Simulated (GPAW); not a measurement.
# GaSb: band structure with PBEint

**Experimental background.**

From a printed reference work, data compilation, for a bulk crystal of GaSb at 4.2 K: band gap 0.811 eV (direct).

The system is GaSb.

```
Sb Ga
1.0
     0.00000    3.05900    3.05900
     3.05900    0.00000    3.05900
     3.05900    3.05900    0.00000
Sb Ga
1 1
Direct
  0.75000 0.75000 0.75000
  0.00000 0.00000 0.00000
```

```json
{"Program": "GPAW 26.7.0", "Task": "band structure", "Functional": "PBEint", "Potentials or basis": "PAW data sets generated in the run's folder for this functional", "Cutoff": "600 eV", "Basis": "pw", "k mesh": "6 × 6 × 6", "Occupations": "fermi-dirac, width 0.05 eV", "Spin": "spin-orbit coupling, no magnetisation", "Maxiter": "150", "Band path": "GXWKGLUWLK,UX", "Band points": "100", "spin axis theta (degrees)": "54.7", "spin axis phi (degrees)": "45", "Soc after scf": "second variation"}
```

- Pressure: 0.7 GPa
- Band gap along the path: none (metal or under the smearing width)

Levels at the corners of the path, in eV from the Fermi level:
| point | band 14 | band 15 | band 16 | band 17 | band 18 | band 19 | band 20 | band 21 | band 22 | band 23 |
| --- | --- | --- | --- | --- | --- | --- | --- | --- | --- | --- |
| Γ | -0.79 | -0.15 | -0.15 | 0.00 | 0.00 | 0.00 | 0.00 | 2.40 | 2.40 | 2.62 |
| X | -7.02 | -2.98 | -2.98 | -2.69 | -2.69 | 0.65 | 0.65 | 0.96 | 0.96 | 8.30 |
| W | -6.81 | -3.84 | -3.48 | -3.37 | -3.35 | 3.22 | 3.65 | 4.04 | 4.10 | 4.12 |
| K | -6.78 | -4.01 | -3.78 | -2.45 | -2.43 | 1.12 | 1.15 | 3.55 | 3.70 | 6.25 |
| Γ | -0.79 | -0.15 | -0.15 | 0.00 | 0.00 | 0.00 | 0.00 | 2.40 | 2.40 | 2.62 |
| L | -6.60 | -1.64 | -1.64 | -1.19 | -1.19 | 0.18 | 0.18 | 3.44 | 3.44 | 3.57 |
| U | -6.78 | -4.01 | -3.78 | -2.45 | -2.43 | 1.12 | 1.15 | 3.55 | 3.70 | 6.25 |
| W | -6.81 | -3.84 | -3.48 | -3.37 | -3.35 | 3.22 | 3.65 | 4.04 | 4.10 | 4.12 |
| L | -6.60 | -1.64 | -1.64 | -1.19 | -1.19 | 0.18 | 0.18 | 3.44 | 3.44 | 3.57 |
| K | -6.78 | -4.01 | -3.78 | -2.45 | -2.43 | 1.12 | 1.15 | 3.55 | 3.70 | 6.25 |
| U | -6.78 | -4.01 | -3.78 | -2.45 | -2.43 | 1.12 | 1.15 | 3.55 | 3.70 | 6.25 |
| X | -7.02 | -2.98 | -2.98 | -2.69 | -2.69 | 0.65 | 0.65 | 0.96 | 0.96 | 8.30 |

It took 47 s on 1 thread of Arm Neoverse V2, on a shared host, peak memory 0.34 GiB.

Against the measured gap of GaSb, 0.811 eV (direct; 4.2 K; a printed reference work, data compilation), the calculated 0.00 eV is off by -0.81 eV. The value is that of PBEint, without temperature or zero-point motion.

Caveat: spin-orbit coupling was added after a scalar SCF, so levels and gaps hold it while energy, forces, pressure and moments don't; this program's spin-orbit splittings come out too wide for heavy elements; this crystal is a semiconductor, whose small gap the functional closes, so the metal is an error of the method.
